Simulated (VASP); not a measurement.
# GaP (R-3m) in VASP: a series of runs, part 3 of 3

VASP 6.6.1.

## (5) Single point, PBE

Contents of INCAR:

```
SYSTEM = GaP
ADDGRID = .FALSE. ; ALGO = Normal
EDIFF = 1E-5 ; ENCUT = 450
GGA = PE ; ISIF = 2
ISMEAR = 0 ; LASPH = .TRUE.
LCHARG = .FALSE. ; LREAL = .FALSE.
LWAVE = .FALSE. ; NELM = 100
PREC = Accurate ; SIGMA = 0.05
```

Contents of KPOINTS:

```
k-points
0
G
  4 4 4
  0 0 0
```

Contents of POSCAR:

```
GaP
1.0
    1.9430151755      1.1218003346      6.4308101003
   -1.9430151755      1.1218003346      6.4308101003
    0.0000000000     -2.2436006692      6.4308101003
Ga P
2 2
Direct
    0.5646280000      0.5646280000      0.5646280000
    0.4353720000      0.4353720000      0.4353720000
    0.9426110000      0.9426110000      0.9426110000
    0.0573890000      0.0573890000      0.0573890000
```

Potentials or basis: VASP PAW PBE potentials, release 64 (Ga_d, P).

Command:

```console
$ cat potpaw_PBE.64/Ga_d/POTCAR potpaw_PBE.64/P/POTCAR > POTCAR
$ mpirun -np 1 vasp_std > vasp.out
```

OUTCAR:

```text
SYSTEM = GaP
   EDIFF = 1E-5
   ENCUT = 450
   GGA = PE
   ISIF = 2
   ISMEAR = 0
   LASPH = .TRUE.
   LREAL = .FALSE.
   NELM = 100
   PREC = Accurate

 Found     13 irreducible k-points:

 Following reciprocal coordinates:
            Coordinates               Weight
  0.000000  0.000000  0.000000      1.000000
  0.250000  0.000000  0.000000      6.000000
  0.500000  0.000000  0.000000      3.000000
  0.250000  0.250000  0.000000      6.000000
  0.500000  0.250000 -0.000000     12.000000
 -0.250000  0.250000  0.000000      6.000000
   k-points           NKPTS =     13   k-points in BZ     NKDIM =     13   number of bands    NBANDS=     22
   number of dos      NEDOS =    301   number of ions     NIONS =      4
   total plane-waves  NPLWV = 110592
   dimension x,y,z NGX =    48 NGY =   48 NGZ =   48
   dimension x,y,z NGXF=    96 NGYF=   96 NGZF=   96
   ions per type =               2   2
   NGX,Y,Z   is equivalent  to a cutoff of  11.72, 11.72, 11.72 a.u.
   NGXF,Y,Z  is equivalent  to a cutoff of  23.43, 23.43, 23.43 a.u.
 SYSTEM =  GaP
   PREC   = accura    normal or accurate (medium, high low for compatibility)
   ISTART =      0    job   : 0-new  1-cont  2-samecut
   ICHARG =      2    charge: 1-file 2-atom 10-const
   ISPIN  =      1    spin polarized calculation?
   LNONCOLLINEAR =      F non collinear calculations
   LSORBIT =      F    spin-orbit coupling
   LASPH  =      T    aspherical Exc in radial PAW
   ENCUT  =  450.0 eV  33.07 Ry    5.75 a.u.  11.78 11.78 11.78*2*pi/ulx,y,z
   NELM   =    100;   NELMIN=  2; NELMDL= -5     # of ELM steps
   EDIFF  = 0.1E-04   stopping-criterion for ELM
   LREAL  =      F    real-space projection
   EDIFFG = 0.1E-03   stopping-criterion for IOM
   NSW    =      0    number of steps for IOM
   IBRION =     -1    ionic relax: 0-MD 1-quasi-New 2-CG
   NFREE  =      0    steps in history (QN), initial steepest desc. (CG)
   ISIF   =      2    stress and relaxation
   ISYM   =      2    0-nonsym 1-usesym 2-fastsym
   POTIM  = 0.5000    time-step for ionic-motion
   TEBEG  =    0.0;   TEEND  =   0.0 temperature during run
   PSTRESS=    0.0 pullay stress
   NELECT =      36.0000    total number of electrons
   NUPDOWN=      -1.0000    fix difference up-down
   EMIN   =  10.00;   EMAX   =-10.00  energy-range for DOS
   EFERMI =   0.00;   METHOD = LEGACY
   ISMEAR =     0;   SIGMA  =   0.05  broadening in eV -4-tet -1-fermi 0-gaus
   EFERMI_NEDOS =   21; number of points for ismear=-14 and -15
   IALGO  =     38    algorithm
   IMIX   =      4    mixing-type and parameters
     AMIX     =   0.40;   BMIX     =  1.00
     AMIX_MAG =   1.60;   BMIX_MAG =  1.00
  volume/ion in A,a.u.               =      21.03       141.89
  Fermi-wavevector in a.u.,A,eV,Ry     =   1.233785  2.331515 20.711129  1.522225
  Thomas-Fermi vector in A             =   2.368501
   LORBIT       =      0    0 simple, 1 ext, 2 COOP (PROOUT), +10 PAW based schemes
   GGA     = PE    functional components
   LHFCALC =     F    Hartree Fock is set to
   AEXX    =    0.0000 exact exchange contribution
   IVDW    =     0    specifies the selected vdW correction
   LEPSILON=     F    determine dielectric tensor
   LRPA    =     F    only Hartree local field effects (RPA)
 non-spin polarized calculation
 Gauss-broadening in eV      SIGMA  =   0.05
  energy-cutoff  :      450.00
  volume of cell :       84.10
 maximum number of plane-waves:      1846
   NGX = 23   NGY = 23   NGZ = 23

 number of electron      35.9999993 magnetization

 Free energy of the ion-electron system (eV)
  ---------------------------------------------------
  ext. energy  EPLUGINS =         0.00000000
  ---------------------------------------------------
  free energy    TOTEN  =       -17.59725340 eV

  energy without entropy =      -17.59725340  energy(sigma->0) =      -17.59725340

 E-fermi :   4.8921     XC(G=0):  -9.6543

 val. band max:        4.6412380273   @ k =   0.0000   0.0000   0.0000
 cond. band min:       5.4686194300   @ k =   0.5000   0.5000   0.0000
 fundamental gap:      0.8273814027
 Fermi energy:         4.8920544072

 k-point     1 :       0.0000    0.0000    0.0000
  band No.  band energies     occupation
      1     -10.1451      2.00000
      2     -10.0176      2.00000
      3     -10.0176      2.00000
      4     -10.0021      2.00000
      5     -10.0021      2.00000
      6      -9.9518      2.00000
      7      -9.9518      2.00000
      8      -9.8329      2.00000
      9      -9.8329      2.00000
     10      -9.8215      2.00000
     11      -8.4766      2.00000
     12      -5.7809      2.00000
     13      -2.5106      2.00000
     14       2.8503      2.00000
     15       2.8503      2.00000
     16       4.3836      2.00000
     17       4.6412      2.00000
     18       4.6412      2.00000
     19       5.7651      0.00000
     20       6.1354      0.00000
     21       7.3776      0.00000
     22       8.2970      0.00000

 k-point     2 :       0.2500    0.0000    0.0000
  band No.  band energies     occupation
      1     -10.1349      2.00000
      2     -10.0734      2.00000
      3     -10.0287      2.00000
      4     -10.0132      2.00000
      5      -9.9803      2.00000
      6      -9.9617      2.00000
      7      -9.9371      2.00000
      8      -9.8476      2.00000
      9      -9.8358      2.00000
     10      -9.7802      2.00000
     11      -7.9018      2.00000
     12      -5.2362      2.00000
     13      -2.2423      2.00000
     14       0.5468      2.00000
     15       1.3657      2.00000
     16       2.2616      2.00000
     17       3.3749      2.00000
     18       3.5931      2.00000
     19       6.7985      0.00000
     20       7.2589      0.00000
     21       7.5945      0.00000
     22       9.5654      0.00000

 k-point     3 :       0.5000    0.0000    0.0000
  band No.  band energies     occupation
      1     -10.1278      2.00000
      2     -10.1185      2.00000
      3     -10.0469      2.00000
      4     -10.0112      2.00000
      5      -9.9723      2.00000
      6      -9.9585      2.00000
      7      -9.9192      2.00000
      8      -9.8554      2.00000
      9      -9.8387      2.00000
     10      -9.7505      2.00000
     11      -7.1033      2.00000
     12      -4.4481      2.00000
     13      -2.5672      2.00000
     14      -0.9076      2.00000
     15       0.1890      2.00000
     16       1.8165      2.00000
     17       1.9805      2.00000
     18       2.9033      2.00000
     19       6.2651      0.00000
     20       7.3458      0.00000
     21       8.2681      0.00000
     22       9.1246      0.00000

 k-point     4 :       0.2500    0.2500    0.0000
  band No.  band energies     occupation
      1     -10.1346      2.00000
      2     -10.0624      2.00000
      3     -10.0369      2.00000
      4     -10.0159      2.00000
      5      -9.9796      2.00000
      6      -9.9616      2.00000
      7      -9.9372      2.00000
      8      -9.8539      2.00000
      9      -9.8334      2.00000
     10      -9.7801      2.00000
     11      -7.8699      2.00000
     12      -5.3493      2.00000
     13      -2.0488      2.00000
     14       0.5261      2.00000
     15       1.1193      2.00000
     16       2.1116      2.00000
     17       3.8508      2.00000
     18       3.9155      2.00000
     19       6.2854      0.00000
     20       6.7745      0.00000
     21       8.2833      0.00000
     22       8.8522      0.00000

 k-point     5 :       0.5000    0.2500   -0.0000
  band No.  band energies     occupation
      1     -10.1220      2.00000
      2     -10.1013      2.00000
      3     -10.0559      2.00000
      4     -10.0078      2.00000
      5      -9.9870      2.00000
      6      -9.9480      2.00000
      7      -9.9313      2.00000
      8      -9.8568      2.00000
      9      -9.8403      2.00000
     10      -9.7529      2.00000
     11      -7.1079      2.00000
     12      -4.4766      2.00000
     13      -2.2817      2.00000
     14      -1.0598      2.00000
     15       0.4225      2.00000
     16       1.1302      2.00000
     17       1.5862      2.00000
     18       3.3483      2.00000
     19       6.8947      0.00000
     20       7.7662      0.00000
     21       8.3912      0.00000
     22       9.3849      0.00000

 k-point     6 :      -0.2500    0.2500    0.0000
  band No.  band energies     occupation
      1     -10.1269      2.00000
      2     -10.1010      2.00000
      3     -10.0532      2.00000
      4     -10.0076      2.00000
      5      -9.9865      2.00000
      6      -9.9480      2.00000
      7      -9.9311      2.00000
      8      -9.8510      2.00000
      9      -9.8435      2.00000
     10      -9.7528      2.00000
     11      -7.1481      2.00000
     12      -4.2744      2.00000
     13      -2.5951      2.00000
     14      -0.6872      2.00000
     15       0.4021      2.00000
     16       0.9229      2.00000
     17       1.2251      2.00000
     18       3.5436      2.00000
     19       6.9502      0.00000
     20       8.4418      0.00000
     21       9.0709      0.00000
     22       9.6135      0.00000

 [... further k-points ...]

------------------------ aborting loop because EDIFF is reached ----------------------------------------

  FORCE on cell =-STRESS in cart. coord.  units (eV):
  Direction    XX          YY          ZZ          XY          YZ          ZX
  --------------------------------------------------------------------------------------
  -------------------------------------------------------------------------------------
  Total        0.2064877      0.2064877     -0.2279018      0.0000000      0.0000000      0.0000000
  in kB        3.9336533      3.9336533     -4.3415989      0.0000000      0.0000000      0.0000000
  external PRESSURE =       1.1752359 kB  Pullay stress =       0.0000000 kB

 VOLUME and BASIS-vectors are now :
 -----------------------------------------------------------------------------
  energy-cutoff  :      450.00
  volume of cell :       84.10
      direct lattice vectors                 reciprocal lattice vectors
     1.943015176  1.121800335  6.430810100     0.257332010  0.148570705  0.051833801
    -1.943015176  1.121800335  6.430810100    -0.257332010  0.148570705  0.051833801
     0.000000000 -2.243600669  6.430810100     0.000000000 -0.297141410  0.051833801

 POSITION                                       TOTAL-FORCE (eV/Angst)
 -----------------------------------------------------------------------------------
      0.00000      0.00000     10.89305         0.000000      0.000000     -0.045134
      0.00000      0.00000      8.39938         0.000000     -0.000000      0.045134
      0.00000      0.00000     18.18526         0.000000      0.000000     -0.004905
      0.00000      0.00000      1.10717         0.000000      0.000000      0.004905
 -----------------------------------------------------------------------------------
    total drift:                               -0.000000      0.000000      0.000000

  FREE ENERGIE OF THE ION-ELECTRON SYSTEM (eV)
  ---------------------------------------------------
  free  energy   TOTEN  =       -17.5972534012 eV

  energy  without entropy=      -17.5972534012  energy(sigma->0) =      -17.59725340
```

stdout:

```text
POSCAR found type information on POSCAR GaP
 POSCAR found :  2 types and       4 ions
 scaLAPACK will be used
 LDA part: xc-table for (Slater+PW92), standard interpolation
 POSCAR, INCAR and KPOINTS ok, starting setup
 FFT: planning ... GRIDC
 FFT: planning ... GRID_SOFT
 FFT: planning ... GRID
 WAVECAR not read
 entering main loop
```

It took 39 s on 1 thread of Intel Xeon Platinum 8488C (Sapphire Rapids), shared host; peak memory 0.31 GiB.

The run converged, but some of its settings lie outside the range that counts as converged, so its numbers aren't taken as properties of the crystal.

Results:

- Free energy: -17.5973 eV
- Pressure: 0.1 GPa
- Largest force: 0.045 eV/Å
- Band gap on the k mesh: 0.83 eV, indirect (least direct gap 1.12 eV)

Caveat: the k mesh is coarse (spacing up to 0.47 Å⁻¹), so the values aren't converged.

## (6) Single point, PBE

Contents of INCAR:

```
SYSTEM = GaP
ADDGRID = .TRUE. ; ALGO = Normal
EDIFF = 1E-6 ; ENCUT = 450
GGA = PE ; ISIF = 2
ISMEAR = 0 ; LASPH = .TRUE.
LCHARG = .FALSE. ; LREAL = .FALSE.
LWAVE = .FALSE. ; NELM = 100
PREC = Accurate ; SIGMA = 0.05
```

KPOINTS is that of step 5.

POSCAR is that of step 5.

Potentials or basis: VASP PAW PBE potentials, release 64 (Ga_d, P).

Command:

```console
$ cat potpaw_PBE.64/Ga_d/POTCAR potpaw_PBE.64/P/POTCAR > POTCAR
$ mpirun -np 1 vasp_std > vasp.out
```

It took 57 s on 1 thread of Intel Xeon Platinum 8488C (Sapphire Rapids), shared host; peak memory 0.51 GiB.

The run converged, but some of its settings lie outside the range that counts as converged, so its numbers aren't taken as properties of the crystal.

Results:

| Quantity | Value |
| --- | --- |
| Free energy | -17.5972 eV |
| Pressure | 0.1 GPa |
| Largest force | 0.046 eV/Å |
| Band gap on the k mesh | 0.83 eV, indirect (least direct gap 1.12 eV) |

Caveat: the k mesh is coarse (spacing up to 0.47 Å⁻¹), so the values aren't converged.
